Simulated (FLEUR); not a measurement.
Runs of FLEUR MaX-R8.1 (later development tree) on ZnO (zincite). The structure is hexagonal, space group P6_3mc (No. 186). The conventional cell has a = 3.249 Å, b = 3.249 Å, c = 5.206 Å, α = 90.00°, β = 90.00°, γ = 120.00°. Zn (site symmetry 3m) is surrounded by 4 O at 1.97 to 1.98 Å. Around O (site symmetry 3m) lie 4 Zn at 1.97 to 1.98 Å. 

```csv
task,level,gmax,muffin-tin radii,max iterations,mixing factor,mixer,kmax,gap on the mesh (eV),V0 of scaled cells (Å³/atom),B0 (GPa)
band structure,PBEsol,15.5 1/bohr,"Zn 1.96, O 1.5 bohr",60,0.05,Anderson,5 1/bohr,(a),-,-
equation of state,PBEsol,16 1/bohr,"Zn 1.9, O 1.45 bohr",-,-,-,5.16 1/bohr,-,(b),145
band structure,SCAN,15.5 1/bohr,"Zn 1.96, O 1.5 bohr",60,0.05,Anderson,5 1/bohr,1.21,-,-
equation of state,SCAN,16 1/bohr,"Zn 1.9, O 1.45 bohr",-,-,-,5.16 1/bohr,-,11.73,151
```

Alike in all rows: potentials or basis all-electron, FLAPW; no spin polarisation; cell as given; k mesh 9 × 9 × 5; smearing fermi-dirac 0.05 eV.

Question: Estimate the missing entries.

Answer: (a) 0.72; (b) 11.77.

Caveats: the cell was scaled at fixed shape and fractional positions, which overstates the stiffness of a crystal with free parameters, most of all of layers and chains (some runs); the meta-GGA is that of a development version, with a GGA for the radial functions and cores and without core tails (some runs).

